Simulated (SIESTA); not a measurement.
Ag in SIESTA: the effect of functional

The system is Ag, a slab with vacuum.

```
CELL_PARAMETERS angstrom
2.93000 0.00000 0.00000
-1.46500 2.53745 0.00000
0.00000 0.00000 26.97500
ATOMIC_POSITIONS crystal
Ag 0.66667 0.33333 0.27804
Ag 0.33333 0.66667 0.36682
Ag 0.66667 0.33333 0.45561
Ag 0.33333 0.66667 0.54439
Ag 0.66667 0.33333 0.63318
Ag 0.33333 0.66667 0.72196
```

The slab is cut from a database's or a generator's crystal, which needn't be the stable form of the element.

Alike in all runs:

```yaml
Program: SIESTA 5.4.2
Task: single point
Basis: DZP (energy shift 0.003 Ry; two zetas on semicore shells)
Grid_cutoff: 800 Ry
Energy_shift: 0.003 Ry
k_mesh: 10 × 10 × 1
Occupations: fermi-dirac, width 0.05 eV
Spin: no spin polarisation
```

```csv
functional,potentials or basis,largest force (eV/Å)
LDA,PseudoDojo 0.4 standard (LDA files),0.55
PBEsol,PseudoDojo 0.4 standard (PBEsol files),0.34
AM05,PseudoDojo 0.4 standard (PBEsol files),0.32
WC,PseudoDojo 0.4 standard (PBEsol files),0.32
PW91,PseudoDojo 0.4 standard (PBE files),0.07
revPBE,PseudoDojo 0.4 standard (PBE files),0.11
RPBE,PseudoDojo 0.4 standard (PBE files),?
BLYP,PseudoDojo 0.4 standard (PBE files),0.28
```

Question: What does the run with functional RPBE give?

Answer: Largest force 0.17 eV/Å.

Caveats: the potentials were made for another functional, which shifts forces and pressure (some runs).

Runs at the PBE level aren't shown here.
